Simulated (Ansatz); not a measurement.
Input and command of a plane-wave DFT calculation in Ansatz:

```yaml
crystal:
  lattice:
    - [2.4559599779, 0.0, 0.0]
    - [-1.227979989, 2.1269237316, 0.0]
    - [0.0, 0.0, 17.0476918008]
  atoms:
    - { symbol: C, position: [0.2924605352, 0.6367457018, 0.0] }
    - { symbol: C, position: [0.3333333333, 0.6666666667, 0.5] }
    - { symbol: C, position: [0.7075394648, 0.3632542982, 0.0] }
    - { symbol: C, position: [0.6666666667, 0.3333333333, 0.5] }
basis:
  ecutwfc: 500
kpoints:
  mp_grid: { grid: [30, 30, 4] }
hamiltonian:
  xc: r2scan
scf:
  occupations: { method: gaussian, width: 0.15 }
output:
  forces: true
  stress: true
  eigenvalues: true
  write_density: true
  write_potential: true
  elf: true
  volumetric_format: npy
```

```bash
ansatz run input.yaml --threads 2 --pin off --max-ram 5120MiB --backend cpu --events-out ev --progress --plain --runs-dir out
```

Processor: Intel(R) Xeon(R) Platinum 8259CL CPU @ 2.50GHz (Skylake/Cascade Lake), 2 threads, on a host shared with other jobs.

Q: How long does it run, and how much memory does it take?

A: About 96 s on 2 threads of Intel(R) Xeon(R) Platinum 8259CL CPU @ 2.50GHz (Skylake/Cascade Lake), on a shared host, peak memory 1.9 GiB. It solves 12 bands at 1356 k points (the mesh reduced by symmetry) with about 2289 plane waves, in 6 SCF iterations.
